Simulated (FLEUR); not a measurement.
SnSe:

```
Sn Se
1.0
    11.42000    0.00000    0.00000
     0.00000    4.19000    0.00000
     0.00000    0.00000    4.46000
Sn Se
4 4
Direct
  0.87700 0.75000 0.90900
  0.62300 0.25000 0.40900
  0.37700 0.75000 0.59100
  0.12300 0.25000 0.09100
  0.64300 0.75000 0.98400
  0.85700 0.25000 0.48400
  0.14300 0.75000 0.51600
  0.35700 0.25000 0.01600
```

Base run:

```yaml
Program: FLEUR MaX-R8.1 (later development tree)
Functional: PBE
Potentials_or_basis: all-electron
Basis: FLAPW
Kmax: 4.28 1/bohr
k_mesh: 3 × 6 × 6
Occupations: fermi-dirac, width 0.05 eV
Spin: no spin polarisation
```

Its results: band gap on the k mesh 0.54 eV, indirect (least direct gap 0.71 eV).

**Question.** The run is repeated on the same cell with these changes: functional from PBE to BH. What comes out?

**Answer.** Band gap on the k mesh 0.48 eV, indirect (least direct gap 0.67 eV).

Caveats: spin-orbit coupling is left out, which moves the levels of the heavy elements.

A k mesh can miss the band edges.

Not every run made on this cell is shown here.
